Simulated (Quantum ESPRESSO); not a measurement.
# Na under changes of volume

One of the cells (39.256 Å³/atom); the others are scaled copies at fixed shape and fractional positions:

```
Na
1.0
    -2.14100    2.14100    2.14100
     2.14100   -2.14100    2.14100
     2.14100    2.14100   -2.14100
Na
1
Direct
  0.00000 0.00000 0.00000
```

- Program: Quantum ESPRESSO 7.5
- Functional: LDA
- Potentials or basis: GBRV 1.5 LDA
- Cutoff: 612 eV
- Density cutoff: 4898 eV
- k mesh: 9 × 9 × 9
- Occupations: fermi-dirac, width 0.05 eV
- Spin: no spin polarisation

| volume (Å³/atom) | energy over the lowest point (meV/atom) | pressure (GPa) |
| --- | --- | --- |
| 36.901 | 0.00 | -0.8 |
| 37.686 | 4.19 | -1.0 |
| 38.471 | 9.00 | -1.1 |
| 39.256 | 14.31 | -1.2 |
| 40.041 | 20.09 | -1.3 |
| 40.827 | 26.23 | -1.3 |
| 41.612 | ? | ? |

Question: What does the run at 41.612 Å³/atom give?

Answer: Energy over the lowest point 32.78 meV/atom; pressure -1.4 GPa.

Worked out: A Birch-Murnaghan fit of order 3 (a polynomial in V^(-2/3)) to the other rows has no minimum within the range. It gives 32.68 meV/atom at 41.612 Å³/atom, against the run's 32.78, and -dE/dV = -1.3 GPa, against -1.4.

Energies are extrapolated to zero smearing.
